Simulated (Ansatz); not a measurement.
# SiC: the cost of one run

Method: DFT PBE, scalar-relativistic, plane waves, PAW, in Ansatz 0.2.0.

3 further runs of the same task are left out: 3 set aside as unsound or not needed.

## (1) The starting structure

Symmetry: P6_3mc, No. 186, hexagonal system. Conventional cell: a = 3.092 Å, b = 3.092 Å, c = 5.074 Å, α = 90.00°, β = 90.00°, γ = 120.00°. Si (site symmetry 3m) is surrounded by 4 C at 1.89 to 1.91 Å. Around C (site symmetry 3m) lie 4 Si at 1.89 to 1.91 Å.

As a file:

```
CELL_PARAMETERS angstrom
3.09199 0.00000 0.00000
-1.54599 2.67774 0.00000
0.00000 0.00000 5.07376
ATOMIC_POSITIONS crystal
Si 0.33333 0.66667 0.00456
Si 0.66667 0.33333 0.50456
C 0.33333 0.66667 0.38044
C 0.66667 0.33333 0.88044
```

This cell was relaxed beforehand with the same method: volume 10.50 Å³/atom, gap on the mesh 2.31 eV.

## (2) Zero of the scan

input.yaml reads:

```yaml
crystal:
  lattice:
    - [3.0919867344, 0.0, 0.0]
    - [-1.5459933672, 2.6777390602, 0.0]
    - [0.0, 0.0, 5.0737646004]
  atoms:
    - { symbol: Si, position: [0.3333333333, 0.6666666667, 0.0045636718] }
    - { symbol: Si, position: [0.6666666667, 0.3333333333, 0.5045636718] }
    - { symbol: C, position: [0.3333333333, 0.6666666667, 0.3804363282] }
    - { symbol: C, position: [0.6666666667, 0.3333333333, 0.8804363282] }
basis:
  ecutwfc: 420
kpoints:
  mp_grid: { grid: [12, 12, 6] }
hamiltonian:
  xc: pbe
scf:
  occupations: { method: gaussian, width: 0.05 }
output:
  forces: true
  stress: true
  eigenvalues: true
  write_density: true
  write_potential: true
  elf: true
  volumetric_format: npy
```

Command:

```bash
ansatz run input.yaml --threads 1 --pin off --max-ram 2560MiB --backend cpu --events-out ev --progress --plain --runs-dir out
```

**Question.** How long does this run take on 1 thread of Intel Xeon Platinum 8259CL at 2.50GHz (Skylake/Cascade Lake), shared host, and how much memory does it need?

About 5.4 s, with a peak of 0.4 GiB.
